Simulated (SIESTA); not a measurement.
# Ge in SIESTA: the effect of functional

The system is Ge.

```
Ge
1.0
     0.00000    2.82891    2.82891
     2.82891    0.00000    2.82891
     2.82891    2.82891    0.00000
Ge
2
Direct
  0.75000 0.75000 0.75000
  0.50000 0.50000 0.50000
```

Alike in all runs:

```yaml
Program: SIESTA 5.4.2
Task: band structure
Basis: DZP (energy shift 0.003 Ry; two zetas on semicore shells)
Grid_cutoff: 800 Ry
Energy_shift: 0.003 Ry
k_mesh: 8 × 8 × 8
Occupations: fermi-dirac, width 0.05 eV
Spin: no spin polarisation
```

**Question.** One run gave: pressure 7.9 GPa. Which functional did it use?
A. vdW-DF-cx
B. AM05
C. BLYP

**Answer.** C.

```csv
functional,potentials or basis,pressure (GPa)
AM05,PseudoDojo 0.4 standard (PBEsol files),1.9
BLYP,PseudoDojo 0.4 standard (PBE files),7.9
vdW-DF-cx,PseudoDojo 0.4 standard (PBE files),3.3
```

Caveats: the potentials were made for another functional, which shifts forces and pressure; the basis of atomic orbitals isn't converged, which shifts pressures, moduli and gaps.
